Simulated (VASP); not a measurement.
# TePb (Imm2) in VASP: a series of runs, part 2 of 2

VASP 6.6.1. Earlier steps stand in the parts before.

## (3) Single point, PBE (atom 1 (Te) moved by (-0.450, +0.000) A along y and z)

INCAR

```
SYSTEM = TePb
PREC     = Accurate       ! precision mode
ENCUT    = 520            ! plane-wave cutoff, eV
EDIFF    = 1E-7           ! SCF threshold, eV
ISMEAR   = 0              ! smearing method
SIGMA    = 0.05           ! smearing width, eV
LREAL    = .FALSE.        ! projectors in reciprocal space
LASPH    = .TRUE.         ! aspherical terms in the spheres
NELM     = 100            ! most SCF steps
ALGO     = Normal         ! electronic algorithm
ISIF     = 2              ! what is computed and relaxed
LWAVE    = .FALSE.        ! write WAVECAR
LCHARG   = .FALSE.        ! write CHGCAR
GGA      = PE             ! functional
NBANDS   = 17             ! bands
```

KPOINTS

```
Automatic mesh
0
G
  8 8 8
  0 0 0
```

POSCAR

```
TePb
1.0
    0.0000000000      3.2270000000      3.2270000000
    3.2270000000      0.0000000000      3.2270000000
    3.2270000000      3.2270000000      0.0000000000
Te Pb
1 1
Direct
    0.4302757980      0.5697242020      0.4302757980
    0.0000000000      0.0000000000      0.0000000000
```

Potentials or basis: VASP PAW PBE potentials, release 64 (Te, Pb_d).

The run is started by

```sh
$ cat potpaw_PBE.64/Te/POTCAR potpaw_PBE.64/Pb_d/POTCAR > POTCAR
$ mpirun -np 1 vasp_std > vasp.out
```

OUTCAR:

```text
SYSTEM = TePb
   PREC = Accurate
   ENCUT = 520
   EDIFF = 1E-7
   ISMEAR = 0
   LREAL = .FALSE.
   LASPH = .TRUE.
   NELM = 100
   ISIF = 2
   GGA = PE

 ion  position               nearest neighbor table
   1  0.430  0.570  0.430-   2 2.78   2 3.26   2 3.26   2 3.26   2 3.26   2 3.68
   2  0.000  0.000  0.000-   1 2.78   1 3.26   1 3.26   1 3.26   1 3.26   1 3.68

  LATTYP: Found a face centered cubic cell.
 ALAT       =     6.4540000000

  Lattice vectors:

 A1 = (   0.0000000000,   3.2270000000,   3.2270000000)
 A2 = (   3.2270000000,   0.0000000000,   3.2270000000)
 A3 = (   3.2270000000,   3.2270000000,   0.0000000000)

Analysis of symmetry for initial positions (statically):
=====================================================================
 Subroutine PRICEL returns:
 Original cell was already a primitive cell.

 Routine SETGRP: Setting up the symmetry group for a
 face centered cubic supercell.

 Subroutine GETGRP returns: Found  8 space group operations
 (whereof  8 operations were pure point group operations)
 out of a pool of 48 trial point group operations.

The static configuration has the point symmetry C_4v.

Analysis of symmetry for dynamics (positions and initial velocities):
[... 164 lines left out ...]
 cond. band min:       6.8215471015   @ k =   0.5000   0.0000   0.0000
 fundamental gap:      1.2412188823
 Fermi energy:         5.8140490178

 k-point     1 :       0.0000    0.0000    0.0000
  band No.  band energies     occupation
      1     -11.0206      2.00000
      2     -10.9866      2.00000
      3     -10.9801      2.00000
      4     -10.9656      2.00000
      5     -10.9656      2.00000
      6      -6.5842      2.00000
[... 457 lines left out ...]
      4     -10.9609      2.00000
      5     -10.9440      2.00000
      6      -5.1409      2.00000
[... 9 lines left out ...]
     16      15.3027      0.00000
     17      15.9946      0.00000

 [... further k-points ...]

------------------------ aborting loop because EDIFF is reached ----------------------------------------

  FORCE on cell =-STRESS in cart. coord.  units (eV):
  Direction    XX          YY          ZZ          XY          YZ          ZX
  --------------------------------------------------------------------------------------
  -------------------------------------------------------------------------------------
  Total        0.8876187      4.6616871      0.8876187     -0.0000000      0.0000000      0.0000000
  in kB       21.1597295    111.1288470     21.1597295     -0.0000000      0.0000000      0.0000000
  external PRESSURE =      51.1494354 kB  Pullay stress =       0.0000000 kB

 VOLUME and BASIS-vectors are now :
 -----------------------------------------------------------------------------
  energy-cutoff  :      520.00
  volume of cell :       67.21
      direct lattice vectors                 reciprocal lattice vectors
     0.000000000  3.227000000  3.227000000    -0.154942671  0.154942671  0.154942671
     3.227000000  0.000000000  3.227000000     0.154942671 -0.154942671  0.154942671
     3.227000000  3.227000000  0.000000000     0.154942671  0.154942671 -0.154942671

 POSITION                                       TOTAL-FORCE (eV/Angst)
 -----------------------------------------------------------------------------------
      3.22700      2.77700      3.22700         0.000000      1.464270      0.000000
      0.00000      0.00000      0.00000         0.000000     -1.464270      0.000000
 -----------------------------------------------------------------------------------
    total drift:                               -0.000000      0.000480     -0.000000

  FREE ENERGIE OF THE ION-ELECTRON SYSTEM (eV)
  ---------------------------------------------------
  free  energy   TOTEN  =        -7.2913078390 eV

  energy  without entropy=       -7.2913078390  energy(sigma->0) =       -7.29130784
```

stdout:

```text
POSCAR found type information on POSCAR TePb
 POSCAR found :  2 types and       2 ions
 scaLAPACK will be used
 LDA part: xc-table for (Slater+PW92), standard interpolation
 POSCAR, INCAR and KPOINTS ok, starting setup
 FFT: planning ... GRIDC
 FFT: planning ... GRID_SOFT
 FFT: planning ... GRID
 WAVECAR not read
 entering main loop
```

It took 44 s on 1 thread of Intel Xeon Platinum 8559C (Emerald Rapids), shared host; peak memory 0.24 GiB.

What came out:

* Free energy: -7.2913 eV
* Pressure: 5.1 GPa
* Largest force: 1.464 eV/Å
* Band gap on the k mesh: 1.24 eV, indirect (least direct gap 1.48 eV)

Forces on the atoms (eV/Å):
```
Te   0.000  1.464  0.000
Pb   0.000 -1.464  0.000
```

Stress tensor (GPa, compression positive):
```
 2.12  0.00  0.00
 0.00 11.11  0.00
 0.00  0.00  2.12
```

Levels at points of the mesh, in eV from the valence-band top:
| k point | band 8 | band 9 | band 10 | band 11 | band 12 | band 13 |
| --- | --- | --- | --- | --- | --- | --- |
| (0.00, 0.00, 0.00) | -1.58 | -1.13 | -1.13 | 3.35 | 3.35 | 4.56 |
| (0.50, 0.00, 0.00) | -1.44 | -0.96 | -0.24 | 1.24 | 1.52 | 2.26 |
| (0.50, 0.50, 0.00) | -4.45 | -2.68 | -2.55 | 2.46 | 6.12 | 6.36 |
| (0.50, 0.00, 0.50) | -3.74 | -2.77 | -2.77 | 3.37 | 5.67 | 5.67 |

Caveat: spin-orbit coupling is left out, which as a rule narrows the gap of such compounds by several tenths of an eV; forces of over 1 eV/Å show positions far from the minimum, so gaps and moduli don't describe the material at rest.

## (4) Single point, PBE (atom 1 (Te) moved by (-0.225, +0.000) A along y and z)

INCAR

```
ALGO     = Normal         # electronic algorithm
EDIFF    = 1E-6           # SCF threshold, eV
ENCUT    = 520            # plane-wave cutoff, eV
GGA      = PE             # functional
ISIF     = 2              # what is computed and relaxed
ISMEAR   = 0              # smearing method
LASPH    = True           # aspherical terms in the spheres
LCHARG   = False          # write CHGCAR
LREAL    = False          # projectors in reciprocal space
LWAVE    = False          # write WAVECAR
NBANDS   = 17             # bands
NELM     = 100            # most SCF steps
PREC     = Accurate       # precision mode
SIGMA    = 0.05           # smearing width, eV
```

KPOINTS

```
k-points
0
Gamma
  8 8 8
```

Changes to POSCAR since step 3:

```diff
@@ -8,3 +8,3 @@
 Direct
-    0.4302757980      0.5697242020      0.4302757980
+    0.4651378990      0.5348621010      0.4651378990
     0.0000000000      0.0000000000      0.0000000000
```

The run is started by

```sh
$ cat potpaw_PBE.64/Te/POTCAR potpaw_PBE.64/Pb_d/POTCAR > POTCAR
$ mpirun -np 1 vasp_std > vasp.out
```

Wall time 36 s (1 thread of Intel Xeon Platinum 8559C (Emerald Rapids), shared host); peak memory 0.24 GiB.

Results (log left out):

* Free energy: -7.4712 eV
* Pressure: 2.9 GPa
* Largest force: 0.320 eV/Å
* Band gap on the k mesh: 0.97 eV, direct

Forces in eV/Å, atoms in the order of the input:
```
Te   0.000  0.320  0.000
Pb   0.000 -0.320  0.000
```

Stress tensor (GPa, compression positive):
```
2.21 0.00 0.00
0.00 4.26 0.00
0.00 0.00 2.21
```

Levels at points of the mesh, in eV from the valence-band top:
| k point | band 6 | band 7 | band 8 | band 9 | band 10 | band 11 | band 12 | band 13 | band 14 | band 15 |
| --- | --- | --- | --- | --- | --- | --- | --- | --- | --- | --- |
| (0.00, 0.00, 0.00) | -12.00 | -5.44 | -1.34 | -1.22 | -1.22 | 3.93 | 3.93 | 4.28 | 5.90 | 6.13 |
| (0.50, 0.00, 0.00) | -10.58 | -8.45 | -1.01 | -0.84 | 0.00 | 0.97 | 1.41 | 1.64 | 8.34 | 9.33 |
| (0.50, 0.50, 0.00) | -10.33 | -7.16 | -4.42 | -2.71 | -2.67 | 3.10 | 5.73 | 5.84 | 6.82 | 10.17 |
| (0.50, 0.00, 0.50) | -10.24 | -7.41 | -4.22 | -2.73 | -2.73 | 3.38 | 5.62 | 5.62 | 6.95 | 10.18 |

Caveat: spin-orbit coupling is left out, which as a rule narrows the gap of such compounds by several tenths of an eV. A k mesh can miss the band edges.

## (5) The runs side by side

```tsv
cell	gap on the mesh (eV)	pressure (GPa)	largest force (eV/Å)
atom 1 (Te) moved by (-0.450, -0.450) A along y and z	0.75	7.4	2.01
atom 1 (Te) moved by (-0.450, +0.000) A along y and z	1.24	5.1	1.46
atom 1 (Te) moved by (-0.225, +0.000) A along y and z	0.97	2.9	0.32
```

Alike in all rows: task single point; level PBE; potentials or basis VASP PAW PBE potentials, release 64 (Te, Pb_d); no spin polarisation; k mesh 8 × 8 × 8; cutoff (eV) 520; smearing gaussian 0.05 eV.

Caveats: spin-orbit coupling is left out, which as a rule narrows the gap of such compounds by several tenths of an eV; forces of over 1 eV/Å show positions far from the minimum, so gaps and moduli don't describe the material at rest (some runs).

Absolute energies hang on the potentials; compare differences alone.
